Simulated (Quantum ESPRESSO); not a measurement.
Sc:

```
Sc
1.0
     3.30900    0.00000    0.00000
    -1.65450    2.86568    0.00000
     0.00000    0.00000    5.27330
Sc
2
Direct
  0.66667 0.33333 0.75000
  0.33333 0.66667 0.25000
```

Base run:

```yaml
Program: Quantum ESPRESSO 7.5
Functional: PBE
Potentials_or_basis: PseudoDojo 0.4.1 SR PBE standard
Cutoff: 1061 eV
Density_cutoff: 4245 eV
k_mesh: 9 × 9 × 5
Occupations: fermi-dirac, width 0.05 eV
Spin: no spin polarisation
```

Its results: band gap on the k mesh none (metal or under the smearing width); pressure -0.7 GPa.

Task: The run is repeated on the same cell with these changes: functional from PBE to PBEsol; potentials or basis from PseudoDojo 0.4.1 SR PBE standard to PseudoDojo 0.4.1 SR PBEsol standard. What comes out?

Result: Band gap on the k mesh none (metal or under the smearing width); pressure -2.8 GPa.

Caveats: some levels on the path didn't converge.
